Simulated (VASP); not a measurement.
# BN (Qingsongite) (F-43m) in VASP: a series of runs

Runs on BN (Qingsongite). Level: PBEsol. Tasks: relaxation of cell and atoms.

Everything below comes from runs of VASP 6.6.1. Logs are shortened: lines on timing, memory, paths and dates and some standing lists are left out, and cuts for length are marked.

## Step 1: Starting point

Symmetry: F-43m, No. 216, cubic system. The conventional cell has a = 3.615 Å, b = 3.615 Å, c = 3.615 Å, α = 90.00°, β = 90.00°, γ = 90.00°. Around B (site symmetry -43m) lie 4 N at 1.57 Å. N (site symmetry -43m) is surrounded by 4 B at 1.57 Å.

## Step 2: Relaxation of cell and atoms, PBEsol

The input, INCAR:

```
SYSTEM = BN
PREC = Accurate
ENCUT = 600
EDIFF = 1E-6
ISMEAR = 0
SIGMA = 0.03
LREAL = .FALSE.
LASPH = .TRUE.
NELM = 80
ALGO = Normal
ISIF = 3
LWAVE = .FALSE.
LCHARG = .FALSE.
GGA = PS
IBRION = 2
NSW = 90
EDIFFG = -0.01
KPAR = 4
```

The input, KPOINTS:

```
Automatic mesh
0
G
  14 14 14
  0 0 0
```

The input, POSCAR:

```
BN
1.0
    0.0000000000      1.8075000000      1.8075000000
    1.8075000000      0.0000000000      1.8075000000
    1.8075000000      1.8075000000      0.0000000000
B N
1 1
Direct
    0.0000000000      0.0000000000      0.0000000000
    0.2500000000      0.2500000000      0.2500000000
```

Potentials or basis: VASP PAW PBE potentials, release 64 (B, N).

Command:

```
> cat potpaw_PBE.64/B/POTCAR potpaw_PBE.64/N/POTCAR > POTCAR
> mpirun -np 4 vasp_std > vasp.out
```

OUTCAR:

```text
SYSTEM = BN
   PREC = Accurate
   ENCUT = 600
   EDIFF = 1E-6
   ISMEAR = 0
   LREAL = .FALSE.
   LASPH = .TRUE.
   NELM = 80
   ISIF = 3
   GGA = PS
   IBRION = 2
   NSW = 90
   EDIFFG = -0.01

 ion  position               nearest neighbor table
   1  0.000  0.000  0.000-   2 1.57   2 1.57   2 1.57   2 1.57
   2  0.250  0.250  0.250-   1 1.57   1 1.57   1 1.57   1 1.57

  LATTYP: Found a face centered cubic cell.
 ALAT       =     3.6150000000

  Lattice vectors:

 A1 = (   0.0000000000,   1.8075000000,   1.8075000000)
 A2 = (   1.8075000000,   0.0000000000,   1.8075000000)
 A3 = (   1.8075000000,   1.8075000000,   0.0000000000)

Analysis of symmetry for initial positions (statically):
=====================================================================
 Subroutine PRICEL returns:
 Original cell was already a primitive cell.

 Routine SETGRP: Setting up the symmetry group for a
 face centered cubic supercell.

 Subroutine GETGRP returns: Found 24 space group operations
 (whereof 24 operations were pure point group operations)
 out of a pool of 48 trial point group operations.

The static configuration has the point symmetry T_d .

Analysis of symmetry for dynamics (positions and initial velocities):
=====================================================================
 Subroutine PRICEL returns:
 Original cell was already a primitive cell.

 Routine SETGRP: Setting up the symmetry group for a
 face centered cubic supercell.

 Subroutine GETGRP returns: Found 24 space group operations
 (whereof 24 operations were pure point group operations)
 out of a pool of 48 trial point group operations.

The dynamic configuration has the point symmetry T_d .

 Subroutine INISYM returns: Found 24 space group operations
 (whereof 24 operations are pure point group operations),
 and found     1 'primitive' translations

----------------------------------------------------------------------------------------

                                     Primitive cell

  volume of cell :      11.8104

  direct lattice vectors                    reciprocal lattice vectors
     0.000000000  1.807500000  1.807500000    -0.276625173  0.276625173  0.276625173
     1.807500000  0.000000000  1.807500000     0.276625173 -0.276625173  0.276625173
     1.807500000  1.807500000  0.000000000     0.276625173  0.276625173 -0.276625173

  length of vectors
     2.556191014  2.556191014  2.556191014     0.479128854  0.479128854  0.479128854

  position of ions in fractional coordinates (direct lattice)
     0.000000000  0.000000000  0.000000000
     0.250000000  0.250000000  0.250000000

  ion indices of the primitive-cell ions
   primitive index   ion index
                 1           1
                 2           2

----------------------------------------------------------------------------------------

 KPOINTS: Automatic mesh

Automatic generation of k-mesh.
 Grid dimensions read from file:
 generate k-points for:   14   14   14

 Generating k-lattice:

  Cartesian coordinates                     Fractional coordinates (reciprocal lattice)
    -0.019758941  0.019758941  0.019758941     0.071428571  0.000000000  0.000000000
     0.019758941 -0.019758941  0.019758941     0.000000000  0.071428571  0.000000000
     0.019758941  0.019758941 -0.019758941     0.000000000  0.000000000  0.071428571

  Length of vectors
     0.034223490  0.034223490  0.034223490

  Shift w.r.t. Gamma in fractional coordinates (k-lattice)
     0.000000000  0.000000000  0.000000000

 Subroutine IBZKPT returns following result:
 ===========================================

 Found    104 irreducible k-points:

 Following reciprocal coordinates:
            Coordinates               Weight
  0.000000  0.000000  0.000000      1.000000
  0.071429  0.000000  0.000000      8.000000
  0.142857  0.000000  0.000000      8.000000
  0.214286  0.000000  0.000000      8.000000
  0.285714  0.000000  0.000000      8.000000
  0.357143  0.000000  0.000000      8.000000
[... 16 lines left out ...]
  0.214286  0.142857  0.000000     24.000000
  0.285714  0.142857  0.000000     24.000000
 [... further k-points ...]
   k-points           NKPTS =    104   k-points in BZ     NKDIM =    104   number of bands    NBANDS=      8
   number of dos      NEDOS =    301   number of ions     NIONS =      2
   total plane-waves  NPLWV =   8000
   dimension x,y,z NGX =    20 NGY =   20 NGZ =   20
   dimension x,y,z NGXF=    40 NGYF=   40 NGZF=   40
   ions per type =               1   1
   NGX,Y,Z   is equivalent  to a cutoff of  13.01, 13.01, 13.01 a.u.
   NGXF,Y,Z  is equivalent  to a cutoff of  26.01, 26.01, 26.01 a.u.
 SYSTEM =  BN
   PREC   = accura    normal or accurate (medium, high low for compatibility)
   ISTART =      0    job   : 0-new  1-cont  2-samecut
   ICHARG =      2    charge: 1-file 2-atom 10-const
   ISPIN  =      1    spin polarized calculation?
   LNONCOLLINEAR =      F non collinear calculations
   LSORBIT =      F    spin-orbit coupling
   LASPH  =      T    aspherical Exc in radial PAW
   ENCUT  =  600.0 eV  44.10 Ry    6.64 a.u.   5.11  5.11  5.11*2*pi/ulx,y,z
   NELM   =     80;   NELMIN=  2; NELMDL= -5     # of ELM steps
   EDIFF  = 0.1E-05   stopping-criterion for ELM
   LREAL  =      F    real-space projection
   EDIFFG = -.1E-01   stopping-criterion for IOM
   NSW    =     90    number of steps for IOM
   IBRION =      2    ionic relax: 0-MD 1-quasi-New 2-CG
   NFREE  =      1    steps in history (QN), initial steepest desc. (CG)
   ISIF   =      3    stress and relaxation
   ISYM   =      2    0-nonsym 1-usesym 2-fastsym
   POTIM  = 0.5000    time-step for ionic-motion
   TEBEG  =    0.0;   TEEND  =   0.0 temperature during run
   PSTRESS=    0.0 pullay stress
   NELECT =       8.0000    total number of electrons
   NUPDOWN=      -1.0000    fix difference up-down
   EMIN   =  10.00;   EMAX   =-10.00  energy-range for DOS
   EFERMI =   0.00;   METHOD = LEGACY
   ISMEAR =     0;   SIGMA  =   0.03  broadening in eV -4-tet -1-fermi 0-gaus
   EFERMI_NEDOS =   21; number of points for ismear=-14 and -15
   IALGO  =     38    algorithm
   IMIX   =      4    mixing-type and parameters
     AMIX     =   0.40;   BMIX     =  1.00
     AMIX_MAG =   1.60;   BMIX_MAG =  1.00
  volume/ion in A,a.u.               =       5.91        39.85
  Fermi-wavevector in a.u.,A,eV,Ry     =   1.437749  2.716952 28.124920  2.067123
  Thomas-Fermi vector in A             =   2.556793
   LORBIT       =      0    0 simple, 1 ext, 2 COOP (PROOUT), +10 PAW based schemes
   GGA     = PS    functional components
   LHFCALC =     F    Hartree Fock is set to
   AEXX    =    0.0000 exact exchange contribution
   IVDW    =     0    specifies the selected vdW correction
   LEPSILON=     F    determine dielectric tensor
   LRPA    =     F    only Hartree local field effects (RPA)
 conjugate gradient relaxation of ions
 non-spin polarized calculation
 Gauss-broadening in eV      SIGMA  =   0.03
  energy-cutoff  :      600.00
  volume of cell :       11.81
 maximum number of plane-waves:       411
   NGX = 11   NGY = 11   NGZ = 11

--------------------------------------- Ionic step        1  -------------------------------------------

 number of electron       7.9999999 magnetization

 Free energy of the ion-electron system (eV)
  ---------------------------------------------------
  ext. energy  EPLUGINS =         0.00000000
  ---------------------------------------------------
  free energy    TOTEN  =       -18.35034606 eV

  energy without entropy =      -18.35034606  energy(sigma->0) =      -18.35034606

------------------------ aborting loop because EDIFF is reached ----------------------------------------

  FORCE on cell =-STRESS in cart. coord.  units (eV):
  Direction    XX          YY          ZZ          XY          YZ          ZX
  --------------------------------------------------------------------------------------
  -------------------------------------------------------------------------------------
  Total       -0.1945429     -0.1945429     -0.1945429      0.0000000      0.0000000     -0.0000000
  in kB      -26.3913151    -26.3913151    -26.3913151      0.0000000      0.0000000     -0.0000000
  external PRESSURE =     -26.3913151 kB  Pullay stress =       0.0000000 kB
[... 57 lines left out ...]
  energy  without entropy=      -18.3502927822  energy(sigma->0) =      -18.35029278

--------------------------------------- Ionic step        3  -------------------------------------------

 number of electron       7.9999999 magnetization

 Free energy of the ion-electron system (eV)
  ---------------------------------------------------
  ext. energy  EPLUGINS =         0.00000000
  ---------------------------------------------------
  free energy    TOTEN  =       -18.35102496 eV

  energy without entropy =      -18.35102496  energy(sigma->0) =      -18.35102496

 E-fermi :   7.6873     XC(G=0): -13.0502

 val. band max:        7.4482651531   @ k =   0.0000   0.0000   0.0000
 cond. band min:      11.7323090340   @ k =   0.5000   0.5000   0.0000
 fundamental gap:      4.2840438809
 Fermi energy:         7.6873410568

 k-point     1 :       0.0000    0.0000    0.0000
  band No.  band energies     occupation
      1     -12.8842      2.00000
      2       7.4483      2.00000
      3       7.4483      2.00000
      4       7.4483      2.00000
      5      16.2423      0.00000
      6      16.2423      0.00000
      7      16.2423      0.00000
      8      17.8288      0.00000
[... 243 lines left out ...]
 k-point    24 :       0.2857    0.1429    0.0000
  band No.  band energies     occupation
      1     -11.0973      2.00000
      2       2.3600      2.00000
      3       5.0659      2.00000
      4       5.5724      2.00000
      5      15.6283      0.00000
      6      19.1448      0.00000
      7      19.6043      0.00000
      8      20.2368      0.00000

 [... further k-points ...]

------------------------ aborting loop because EDIFF is reached ----------------------------------------

  FORCE on cell =-STRESS in cart. coord.  units (eV):
  Direction    XX          YY          ZZ          XY          YZ          ZX
  --------------------------------------------------------------------------------------
  -------------------------------------------------------------------------------------
  Total        0.0001860      0.0001860      0.0001860     -0.0000000      0.0000000     -0.0000000
  in kB        0.0254079      0.0254079      0.0254079     -0.0000000      0.0000000     -0.0000000
  external PRESSURE =       0.0254079 kB  Pullay stress =       0.0000000 kB
[... 17 lines left out ...]
  FREE ENERGIE OF THE ION-ELECTRON SYSTEM (eV)
  ---------------------------------------------------
  free  energy   TOTEN  =       -18.3510249576 eV

  energy  without entropy=      -18.3510249576  energy(sigma->0) =      -18.35102496

 reached required accuracy - stopping structural energy minimisation
```

Run time: 9.1 s. Hardware: 4 MPI ranks of Intel Xeon Platinum 8259CL at 2.50GHz (Skylake/Cascade Lake), shared host; peak memory 0.13 GiB.

Results:

```
Free energy                            : -18.3510 eV
Relaxed volume                         : 5.86 Å³/atom
Relaxed cell                           : a = 2.550 Å, b = 2.550 Å, c = 2.550 Å, α = 60.00°, β = 60.00°, γ = 60.00°
Space group after relaxing (to 0.05 Å) : F-43m (No. 216)
Energy gained by relaxing              : 0.3 meV/atom
Ionic steps                            : 3
Pressure after relaxing                : 0.0 GPa
Band gap on the k mesh                 : 4.28 eV, indirect (least direct gap 8.79 eV)
```

The path:
```csv
step,energy change (eV),largest force (eV/Å),pressure (GPa),volume (Å³)
1,0.0000,0.0000,-2.64,11.81
2,0.0001,0.0000,2.83,11.64
3,-0.0007,0.0000,0.00,11.73
```

Final structure:
```cif
data_structure
_symmetry_space_group_name_H-M 'P 1'
_symmetry_Int_Tables_number 1
_cell_length_a 2.5503
_cell_length_b 2.5503
_cell_length_c 2.5503
_cell_angle_alpha 60.000
_cell_angle_beta 60.000
_cell_angle_gamma 60.000
_cell_volume 11.73
loop_
_atom_site_label
_atom_site_type_symbol
_atom_site_fract_x
_atom_site_fract_y
_atom_site_fract_z
_atom_site_occupancy
B1 B 0.00000 0.00000 0.00000 1
N1 N 0.25000 0.25000 0.25000 1
```

Levels at points of the mesh, in eV from the valence-band top:
```
           k point  band 2  band 3  band 4  band 5  band 6  band 7
(0.00, 0.00, 0.00)    0.00    0.00    0.00    8.79    8.79    8.79
(0.50, 0.00, 0.00)  -10.84   -1.96   -1.96   10.18   10.66   10.66
(0.50, 0.50, 0.00)   -9.01   -4.97   -4.97    4.28    9.13   17.98
```

Caveat: the PAW data sets were made with another functional, which shifts forces and pressure a little.

## Step 3: Relaxation of cell and atoms, PBEsol

This run uses another cell than the first one, of 5.86 Å³/atom, 0.993 times its volume.

INCAR: that of step 2 with these lines changed.

```diff
@@ -3,3 +3,3 @@
 ENCUT = 600
-EDIFF = 1E-6
+EDIFF = 1E-7
 ISMEAR = 0
@@ -16,3 +16,3 @@
 NSW = 90
-EDIFFG = -0.01
+EDIFFG = -0.005
 KPAR = 4
```

KPOINTS is that of step 2.

The input, POSCAR:

```
BN                                      
1.0
   -0.0000000000      1.8033209052      1.8033209052
    1.8033209052     -0.0000000000      1.8033209052
    1.8033209052      1.8033209052      0.0000000000
  B               N             
     1     1
Direct
     0.0000000000000000    0.0000000000000000    0.0000000000000000
     0.2500000000000000    0.2500000000000000    0.2500000000000000
```

Potentials or basis: VASP PAW PBE potentials, release 64 (B, N).

Command:

```
> cat potpaw_PBE.64/B/POTCAR potpaw_PBE.64/N/POTCAR > POTCAR
> mpirun -np 4 vasp_std > vasp.out
```

OUTCAR:

```text
SYSTEM = BN
   PREC = Accurate
   ENCUT = 600
   EDIFF = 1E-7
   ISMEAR = 0
   LREAL = .FALSE.
   LASPH = .TRUE.
   NELM = 80
   ISIF = 3
   GGA = PS
   IBRION = 2
   NSW = 90
   EDIFFG = -0.005

 ion  position               nearest neighbor table
   1  0.000  0.000  0.000-   2 1.56   2 1.56   2 1.56   2 1.56
   2  0.250  0.250  0.250-   1 1.56   1 1.56   1 1.56   1 1.56

  LATTYP: Found a face centered cubic cell.
 ALAT       =     3.6066418104

  Lattice vectors:

 A1 = (   0.0000000000,   1.8033209052,   1.8033209052)
 A2 = (   1.8033209052,   0.0000000000,   1.8033209052)
 A3 = (   1.8033209052,   1.8033209052,   0.0000000000)

Analysis of symmetry for initial positions (statically):
=====================================================================
 Subroutine PRICEL returns:
 Original cell was already a primitive cell.

 Routine SETGRP: Setting up the symmetry group for a
 face centered cubic supercell.

 Subroutine GETGRP returns: Found 24 space group operations
 (whereof 24 operations were pure point group operations)
 out of a pool of 48 trial point group operations.

The static configuration has the point symmetry T_d .

Analysis of symmetry for dynamics (positions and initial velocities):
=====================================================================
 Subroutine PRICEL returns:
 Original cell was already a primitive cell.

 Routine SETGRP: Setting up the symmetry group for a
 face centered cubic supercell.

 Subroutine GETGRP returns: Found 24 space group operations
 (whereof 24 operations were pure point group operations)
 out of a pool of 48 trial point group operations.

The dynamic configuration has the point symmetry T_d .

 Subroutine INISYM returns: Found 24 space group operations
 (whereof 24 operations are pure point group operations),
 and found     1 'primitive' translations

[... 116 lines left out ...]
  Fermi-wavevector in a.u.,A,eV,Ry     =   1.441081  2.723249 28.255427  2.076715
  Thomas-Fermi vector in A             =   2.559753
   LORBIT       =      0    0 simple, 1 ext, 2 COOP (PROOUT), +10 PAW based schemes
   GGA     = PS    functional components
   LHFCALC =     F    Hartree Fock is set to
   AEXX    =    0.0000 exact exchange contribution
   IVDW    =     0    specifies the selected vdW correction
   LEPSILON=     F    determine dielectric tensor
   LRPA    =     F    only Hartree local field effects (RPA)
 conjugate gradient relaxation of ions
 non-spin polarized calculation
 Gauss-broadening in eV      SIGMA  =   0.03
  energy-cutoff  :      600.00
  volume of cell :       11.73
 maximum number of plane-waves:       399
   NGX = 11   NGY = 11   NGZ = 11

 number of electron       7.9999999 magnetization

 Free energy of the ion-electron system (eV)
  ---------------------------------------------------
  ext. energy  EPLUGINS =         0.00000000
  ---------------------------------------------------
  free energy    TOTEN  =       -18.35076389 eV

  energy without entropy =      -18.35076389  energy(sigma->0) =      -18.35076389

 E-fermi :   7.6873     XC(G=0): -13.0502

 val. band max:        7.4484282086   @ k =   0.0000   0.0000   0.0000
 cond. band min:      11.7322841972   @ k =   0.5000   0.5000   0.0000
 fundamental gap:      4.2838559886
 Fermi energy:         7.6872962869

 k-point     1 :       0.0000    0.0000    0.0000
  band No.  band energies     occupation
      1     -12.8841      2.00000
      2       7.4484      2.00000
      3       7.4484      2.00000
      4       7.4484      2.00000
      5      16.2425      0.00000
      6      16.2425      0.00000
      7      16.2425      0.00000
      8      17.8289      0.00000
[... 243 lines left out ...]
 k-point    24 :       0.2857    0.1429    0.0000
  band No.  band energies     occupation
      1     -11.0973      2.00000
      2       2.3601      2.00000
      3       5.0658      2.00000
      4       5.5723      2.00000
      5      15.6283      0.00000
      6      19.1448      0.00000
      7      19.6043      0.00000
      8      20.2368      0.00000

 [... further k-points ...]

------------------------ aborting loop because EDIFF is reached ----------------------------------------

  FORCE on cell =-STRESS in cart. coord.  units (eV):
  Direction    XX          YY          ZZ          XY          YZ          ZX
  --------------------------------------------------------------------------------------
  -------------------------------------------------------------------------------------
  Total        0.0012271      0.0012271      0.0012271      0.0000000      0.0000000      0.0000000
  in kB        0.1676258      0.1676258      0.1676258      0.0000000      0.0000000      0.0000000
  external PRESSURE =       0.1676258 kB  Pullay stress =       0.0000000 kB

 VOLUME and BASIS-vectors are now :
 -----------------------------------------------------------------------------
  energy-cutoff  :      600.00
  volume of cell :       11.73
      direct lattice vectors                 reciprocal lattice vectors
     0.000000000  1.803320905  1.803320905    -0.277266236  0.277266236  0.277266236
     1.803320905  0.000000000  1.803320905     0.277266236 -0.277266236  0.277266236
     1.803320905  1.803320905  0.000000000     0.277266236  0.277266236 -0.277266236

 POSITION                                       TOTAL-FORCE (eV/Angst)
 -----------------------------------------------------------------------------------
      0.00000      0.00000      0.00000        -0.000000     -0.000000     -0.000000
      0.90166      0.90166      0.90166         0.000000      0.000000      0.000000
 -----------------------------------------------------------------------------------
    total drift:                                0.000000      0.000000      0.000000

  FREE ENERGIE OF THE ION-ELECTRON SYSTEM (eV)
  ---------------------------------------------------
  free  energy   TOTEN  =       -18.3507638866 eV

  energy  without entropy=      -18.3507638866  energy(sigma->0) =      -18.35076389

 reached required accuracy - stopping structural energy minimisation
```

It took 3.5 s on 4 MPI ranks of Intel Xeon Platinum 8259CL at 2.50GHz (Skylake/Cascade Lake), shared host; peak memory 0.12 GiB.

What came out:

* Free energy: -18.3508 eV
* Pressure after relaxing: 0.0 GPa
* Band gap on the k mesh: 4.28 eV, indirect (least direct gap 8.79 eV)

Final structure:
```
B N
1.0
     0.00000    1.80332    1.80332
     1.80332    0.00000    1.80332
     1.80332    1.80332    0.00000
B N
1 1
Cartesian
  0.0000 0.0000 0.0000
  0.9017 0.9017 0.9017
```

Caveat: the relaxation stopped at its first step, so nothing moved; the PAW data sets were made with another functional, which shifts forces and pressure a little. A k mesh can miss the band edges.
